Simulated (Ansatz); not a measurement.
Density of states of GeTe (R3m) above the conduction band minimum, PBEsol with spin-orbit coupling, rigid bands in Ansatz (a program for electronic structure); cell volume 52.5 Å³.

| energy from edge (eV) | 10⁻³ states/eV/cell |
|---|---|
| 0.006 | 5.28 |
| 0.031 | 14.6 |
| 0.056 | 24.2 |
| 0.081 | 60.4 |
| 0.106 | 82.4 |
| 0.131 | 112 |
| 0.156 | 152 |
| 0.181 | 204 |
| 0.206 | 283 |
| 0.231 | 374 |
| 0.256 | 484 |
| 0.281 | 568 |
| 0.319 | 686 |
| 0.344 | 770 |
| 0.369 | 863 |
| 0.394 | 977 |
| 0.419 | 1130 |
| 0.444 | 1310 |
| 0.469 | 1410 |
| 0.494 | 1540 |
| 0.519 | 1550 |
| 0.544 | 1560 |
| 0.569 | 1560 |
| 0.594 | 1560 |

What effective density of states at 300 K does this give (∫ g(E) exp(−E/k_BT) dE, both spins, divided by the cell's size)?

7.6e18 cm⁻³, a density-of-states mass of 0.45 mₑ, valleys and band degeneracy included.

Geometry: cell and atoms relaxed with PBEsol.
